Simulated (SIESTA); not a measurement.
The system is FeO (Wuestite).

```
Fe O
1.0
     1.51882    0.87689    2.51958
    -1.51882    0.87689    2.51958
     0.00000   -1.75378    2.51958
Fe O
1 1
Direct
  0.00000 0.00000 0.00000
  0.50000 0.50000 0.50000
```

Base run:

```yaml
Program: SIESTA 5.4.2
Functional: PBE
Potentials_or_basis: PseudoDojo 0.4 standard (PBE files)
Basis: DZP (energy shift 0.003 Ry; two zetas on semicore shells)
Grid_cutoff: 800 Ry
Energy_shift: 0.003 Ry
k_mesh: 8 × 8 × 8
Occupations: fermi-dirac, width 0.05 eV
Spin: collinear spin, ferromagnetic start
Starting_moments: "[3.0, 0.0] μB"
Hubbard_terms: Fe d U = 2 eV
```

Its results: band gap on the k mesh none (metal or under the smearing width); pressure 1.2 GPa; net moment 4.00 μB per cell; site moments Fe +3.74; O +0.26 μB.

Q: The run is repeated on the same cell with these changes: hubbard terms from Fe d U = 2 eV to Fe d U = 6 eV. What comes out?

A: Band gap on the k mesh none (metal or under the smearing width); pressure 5.1 GPa; net moment 4.00 μB per cell; site moments Fe +3.83; O +0.18 μB.

Caveats: short orbitals over semicore shells can move pressures by several GPa; the basis of atomic orbitals isn't converged, which shifts pressures, moduli and gaps; a cell with one magnetic atom can't hold antiferromagnetic order, which such compounds often take.
